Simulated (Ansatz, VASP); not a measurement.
**MgS: VASP beside Ansatz**

```
S Mg
1.0
     4.03462    0.00000    0.00000
    -2.01731    3.49409    0.00000
     0.00000    0.00000    6.43229
S Mg
2 2
Cartesian
  1.9890 1.1791 5.6112
  0.0159 2.3234 2.3896
  -0.0010 2.3363 6.4163
  2.0245 1.1368 3.2216
```

Change from the starting cell: atoms moved at random, drawn with an rms of 0.05 Å.

Alike in both runs: task single point; functional PBE; k mesh 8 × 8 × 4; occupations fermi-dirac, width 0.05 eV; no spin polarisation.

|  | VASP | Ansatz |
| --- | --- | --- |
| version | VASP 6.6.1 | Ansatz 0.2.0 |
| potentials or method | VASP PAW PBE potentials, release 64 (S, Mg) | Ansatz PAW |
| plane-wave cutoff (eV) | 520 | 420 |
| valence electrons in the cell | 16 | 32 |

Ansatz gave:

| Item | Value |
| --- | --- |
| gap on the k mesh at the Fermi level (eV) | 3.53 |
| least direct gap on the mesh (eV) | 3.53 |
| pressure (GPa) | 1.2 |
| largest component of the traceless stress (GPa) | 1.78 |
| rms of the force components (eV/Å) | 0.217 |

Task: Estimate VASP's values.

Result: gap on the k mesh at the Fermi level (eV): 3.52; least direct gap on the mesh (eV): 3.52; pressure (GPa): 1.1; largest component of the traceless stress (GPa): 1.79; rms of the force components (eV/Å): 0.217.

Atom by atom the forces differ by 0.000 eV/Å (rms over components). The functional is the same, so the differences come from potentials, cutoffs and numerics. The two sets of potentials don't hold the same shells in valence.
